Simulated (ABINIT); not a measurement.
Crystal: Cu.

```xyz
1
Lattice="0.0000 1.8075 1.8075 1.8075 0.0000 1.8075 1.8075 1.8075 0.0000" Properties=species:S:1:pos:R:3 pbc="T T T"
Cu    0.0000    0.0000    0.0000
```

| Item | Value |
| --- | --- |
| Program | ABINIT 10.8.3 (patched build) |
| Task | single point |
| Functional | PBE |
| Potentials or basis | JTH PAW PBE v2.0 |
| Cutoff | 544 eV |
| k mesh | 13 × 13 × 13 |
| Occupations | fermi-dirac, width 0.05 eV |
| Spin | no spin polarisation |

On this cell: band gap on the k mesh none (metal or under the smearing width).

The same run follows on a disturbed copy (cell strained at random at fixed volume):

```
CELL_PARAMETERS angstrom
-0.00858 1.79575 1.80169
1.82295 -0.02405 1.81716
1.79533 1.78360 0.00357
ATOMIC_POSITIONS crystal
Cu 0.00146 0.97571 0.02932
```

What changes?

The energy (extrapolated to zero smearing) moves by +1.6 meV/atom; band gap on the k mesh none (metal or under the smearing width).
